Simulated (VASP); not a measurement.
From VASP inputs to Ansatz: YN (strained rocksalt)

INCAR

```
LWAVE = .FALSE.
NELM = 120
METAGGA = R2SCAN
NSW = 0
ENCUT = 520
ALGO = Normal
PREC = Accurate
LCHARG = .FALSE.
LASPH = .TRUE.
LREAL = .FALSE.
NBANDS = 15
ISMEAR = -1
EDIFF = 1E-7
SIGMA = 0.02
ISIF = 2
IBRION = -1
```

KPOINTS

```
KPOINTS created by Atomic Simulation Environment
0
Gamma
10 10 10
0 0 0
```

KPOINTS_OPT

```
special points
7
Reciprocal
0.0000000000 0.0000000000 0.0000000000 1
0.5000000000 0.0000000000 0.5000000000 1
0.6250000000 0.2500000000 0.6250000000 1
0.3750000000 0.3750000000 0.7500000000 1
0.5000000000 0.5000000000 0.5000000000 1
0.5000000000 0.2500000000 0.7500000000 1
0.0000000000 0.5000000000 0.5000000000 1
```

POSCAR

```
Y  N
 1.0000000000000000
     0.0240291334000000    2.4475967945999999    2.4475967945999999
     2.4475967945999999    0.0240291334000000    2.4475967945999999
     2.4475967945999999    2.4475967945999999    0.0240291334000000
 Y   N
   1   1
Cartesian
  0.0000000000000000  0.0000000000000000  0.0000000000000000
  2.4596113612999999  2.4596113612999999  2.4596113612999999
```

VASP ran with the recommended PBE PAW datasets (16 valence electrons in the cell).

**Question.** Write an Ansatz input for this cell and level of theory.

**Answer.** 

```yaml
crystal:
  lattice:
    - [0.0240291334, 2.4475967946, 2.4475967946]
    - [2.4475967946, 0.0240291334, 2.4475967946]
    - [2.4475967946, 2.4475967946, 0.0240291334]
  atoms:
    - { symbol: "Y", position: [0.0, 0.0, 0.0] }
    - { symbol: "N", position: [0.5, 0.5, 0.5] }
kpoints:
  mp_grid: { grid: [10, 10, 10] }
  band_path:
    path:
      - [0.0, 0.0, 0.0]
      - [0.5, 0.0, 0.5]
      - [0.625, 0.25, 0.625]
      - [0.375, 0.375, 0.75]
      - [0.5, 0.5, 0.5]
      - [0.5, 0.25, 0.75]
      - [0.0, 0.5, 0.5]
    npoints: 1
hamiltonian:
  xc: r2scan
scf:
  occupations: { method: fermi_dirac, width: 0.02 }
  n_extra_bands: 4
output:
  forces: true
  stress: true
  eigenvalues: true
  write_density: true
  write_potential: true
  elf: true
  volumetric_format: npy
```

Other inputs would serve too.

```csv
,VASP,Ansatz
gap between bands v and c,0.54 eV,0.53 eV
least direct gap,0.93 eV,0.91 eV
pressure,2.7 GPa,2.6 GPa
```

Each program uses its own PAW datasets. VASP's cell holds 16 valence electrons and Ansatz's 16. Ansatz's stress includes a Pulay correction; VASP's doesn't.
